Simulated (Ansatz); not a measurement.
Rows from a G0W0 calculation on BN (P6_3/mmc) (Ansatz 0.2.0; G0W0 on PBE, plane waves, PAW; PAW set soft_1; 9×9×2 mesh, 82 empty bands, screening to 300 eV, PAW set soft_1 files), in eV. Spin-orbit coupling is left out.

```tsv
row	Σx	Σc	Vxc	Z
A	-20.61	2.68	-17.20	0.78
B	-5.85	-4.29	-10.94	0.82
C	-7.56	-4.52	-13.12	0.80
D	-6.17	-4.47	-11.55	0.81
E	-19.26	2.86	-15.49	0.77
F	-20.64	2.82	-17.05	0.78
```

Q: Which rows are filled states and which are empty ones, and how can one tell?

Filled: A, E and F. Empty: B, C and D. The sign of Σc tells: for a filled state bare exchange, which holds its interaction with itself, lies below Vxc (Σx − Vxc is -3.4 eV or lower here) and screening gives part back as a positive Σc. For an empty state Σx lies above Vxc (+5.1 eV or more) and the Coulomb hole leaves Σc negative.

[Paths, hosts, dates, memory and timing lines, banners, echoed tables and standing remarks are left out of the program output.]

[Logs are printed without paths, hosts, clocks, repeated set-up lines and the standing remarks that a program may print on its own settings, such as how far it seeks lower states.]

[Runs of the session that timed out or met a known fault of the program may be left out.]

[Cells called generated may have been cut or substituted from an entry of the Crystallography Open Database or the Materials Project.]

[Hosts, paths, dates, database ids (printed as entryN), source tags and the programs' standing remarks are cut or masked in the printed files.]
